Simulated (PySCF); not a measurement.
Structure problem from calculated spectra and properties.

Elements present: C, H and O. Monoisotopic mass: 86.0368 u.

| Property | Result |
| --- | --- |
| UV, strongest line | among the 8 lowest singlet transitions: S6 at 8.65 eV (143 nm, f = 0.181) [TDDFT CAM-B3LYP/def2-SVPD] |
| Polarisability | 52.8 au [CAM-B3LYP/def2-SVPD] |
| Triplet | lowest triplet excitation (Tamm–Dancoff): 5.55 eV [TDA CAM-B3LYP/def2-SVPD] |
| NMR, other nuclei | isotropic shieldings of nuclei other than C and H, by class: -58 (1 O), 120 (1 O) ppm [GIAO PBE0/pcSseg-1] |
| Dipole | 1.77 D [CAM-B3LYP/def2-SVPD] |
| UV, first state | lowest singlet excitation: 6.00 eV (207 nm, f = 0.000) [TDDFT CAM-B3LYP/def2-SVPD] |
| Rotational structure | rotational constants A, B, C: 7.699, 2.722, 2.383 GHz [GFN2-xTB] |
| Couplings | largest of the computed one-bond spin–spin couplings (means over like bonds): 13C–1H +174.0, 13C–1H +172.7 (×2), 13C–1H +169.6 (×2), 13C–13C +79.8, 17O–1H -77.6, 17O–13C +31.8, 17O–13C +29.1, 13C–13C +17.5 Hz [B3LYP/pcJ-1, spin–dipole term left out] |
| 13C NMR | chemical shifts (computed TMS as zero) by class: 180.6 (1 C), 13.6 (1 C), 11.8 (2 C) ppm [GIAO PBE0/pcSseg-1] |

Gas-phase values; electronic properties from PySCF, density fitting. Levels stand in brackets. One conformer (not necessarily the lowest) at the GFN2-xTB geometry, without solvent, vibrations or thermal averaging. Each NMR value is the plain mean over a class of atoms that symmetry, rotation or inversion makes alike.

**Question.** Which formula fits the mass and the elements?

**Answer.** C4H6O2 (calculated 86.0368). No other formula that holds each of these elements comes within 0.0003 u with a fitting electron parity and a possible valence count.

**Question.** Give a SMILES that accounts for the data.

**Answer.** Numbering: `[O:1]=[C:2]([OH:3])[CH:4]1[CH2:5][CH2:6]1`. Its formula, C4H6O2, gives 2 degrees of unsaturation: 1 ring and 1 π bond in the structure found. 4 carbons fall into 3 classes; from least to most shielded: carboxylic acid carbon [C2] (180.6 ppm), sp3 carbon next to a carbonyl [C4] (13.6 ppm), three-membered-ring carbon [C5/C6] (11.8 ppm, 2 C). The other shieldings belong to: -58 ppm, acid carbonyl oxygen [O1]; 120 ppm, acid hydroxyl oxygen [O3]. The couplings run between: +174.0 Hz, sp3 carbon next to a carbonyl [C4] and its hydrogen; +172.7 Hz, three-membered-ring carbon [C5] and its hydrogen (with 1 like pair); +169.6 Hz, three-membered-ring carbon [C5] and its hydrogen (with 1 like pair); +79.8 Hz, carboxylic acid carbon [C2] and sp3 carbon next to a carbonyl [C4]; -77.6 Hz, acid hydroxyl oxygen [O3] and its hydrogen; +31.8 Hz, acid hydroxyl oxygen [O3] and carboxylic acid carbon [C2]; +29.1 Hz, acid carbonyl oxygen [O1] and carboxylic acid carbon [C2]; +17.5 Hz, three-membered-ring carbon [C5] and three-membered-ring carbon [C6]. The optimised geometry has point group Cs and is an asymmetric top. Structure: `O=C(O)C1CC1` (cyclopropanecarboxylic acid). Computed isomers that give other values at the same levels: `C=CC(=O)OC` (13C chemical shifts (computed TMS as zero) by class: 173.2 (1 C), 140.6 (1 C), 136.2 (1 C), 53.7 (1 C) ppm); `C=COC(C)=O` (13C chemical shifts (computed TMS as zero) by class: 172.4 (1 C), 149.3 (1 C), 101.1 (1 C), 23.2 (1 C) ppm); `O=C1CCCO1` (rotational constant A: 7.327 GHz; this holds for the one conformer computed). The assignments are read from this structure; whether some other isomer fits the data as well wasn't checked.

Conformer computed: `[O:1]=[C:2]([OH:3])[CH:4]1[CH2:5][CH2:6]1`: O1–C2–C4–C5 33°, H–O3–C2–O1 0°.
